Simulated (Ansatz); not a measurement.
The system is Te.

```
Te
1.0
     3.82029   -2.14820    0.00000
     3.82029    2.14820    0.00000
    -0.09429    0.00000    5.97609
Te
3
Direct
  0.00000 0.00000 0.00000
  0.30945 0.30945 0.33881
  0.69055 0.69055 0.66119
```

This isn't the form of Te at room conditions, which is trigonal, of chains.

```yaml
Program: Ansatz 0.2.0
Task: relaxation of cell and atoms
Functional: PBEsol
Dispersion: D3(BJ)-ATM
Potentials_or_basis: Ansatz PAW
Cutoff: "420 eV (not typed: the program's choice for these potentials)"
k_mesh: 7 × 7 × 5
Occupations: fermi-dirac, width 0.05 eV
Spin: no spin polarisation
```

At the start: volume 32.70 Å³/atom.

Q: How do energy, volume and symmetry change on relaxing?

A: It ends after 8 steps and the volume is 29.84 Å³/atom (-8.7 %); space group C2/m (No. 12, to 0.05 Å).

The path:
```csv
step,energy change (eV),largest force (eV/Å),volume (Å³)
1,0.0000,0.0870,98.09
2,-0.0728,0.2980,86.93
3,-0.1106,0.1058,90.57
4,-0.1124,0.0308,89.33
5,-0.1160,0.0232,89.58
6,-0.1162,0.0095,89.67
7,-0.1163,0.0025,89.53
8,-0.1148,0.0024,89.53
```

Final structure:
```
CELL_PARAMETERS angstrom
3.63660 -2.07928 0.01628
3.63660 2.07928 0.01628
-0.06429 0.00000 5.91956
ATOMIC_POSITIONS crystal
Te 0.00000 0.00000 0.00000
Te 0.32050 0.32050 0.33488
Te 0.67950 0.67950 0.66512
```

Caveat: the plane-wave basis is chosen anew once the cell has moved, so the energies of steps on either side of that aren't comparable; pairwise dispersion overbinds metals, which lowers pressure and volume; the PAW data sets come from PBE, with cores solved anew for the run's functional, which leaves a small shift of forces and pressure.
